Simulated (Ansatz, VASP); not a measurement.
**CdF2 in VASP and in Ansatz**

```
Cd F
1.0
     0.00000    2.69400    2.69400
     2.69400    0.00000    2.69400
     2.69400    2.69400    0.00000
Cd F
1 2
Cartesian
  0.0217 0.0217 0.0217
  1.3470 1.3470 1.3470
  4.0410 4.0410 4.0410
```

Change from the starting cell: all Cd atoms moved +0.037 Å, as atom 1 along Cartesian [1 1 1].

Alike in both runs: task single point; functional LDA; k mesh 8 × 8 × 8; occupations gaussian, width 0.05 eV; no spin polarisation.

|  | VASP | Ansatz |
| --- | --- | --- |
| version | VASP 6.6.1 | Ansatz 0.2.0 |
| potentials or method | VASP PAW LDA potentials, release 64 (Cd, F) | scalar-relativistic, plane waves, PAW |
| plane-wave cutoff (eV) | 520 | 420 |
| valence electrons in the cell | 26 | 34 |

```tsv
	VASP	Ansatz	Ansatz less VASP
gap on the k mesh at the Fermi level (eV)	2.80	2.81	+0.014
least direct gap on the mesh (eV)	3.28	3.29	+0.008
pressure (GPa)	-4.6	-5.6	-0.98
largest component of the traceless stress (GPa)	0.05	0.05	-0.005
rms of the force components (eV/Å)	0.076	0.066	-0.0096
```

Atom by atom the forces differ by 0.010 eV/Å (rms over components). The two sets of potentials don't hold the same shells in valence.

A k mesh can miss the band edges.
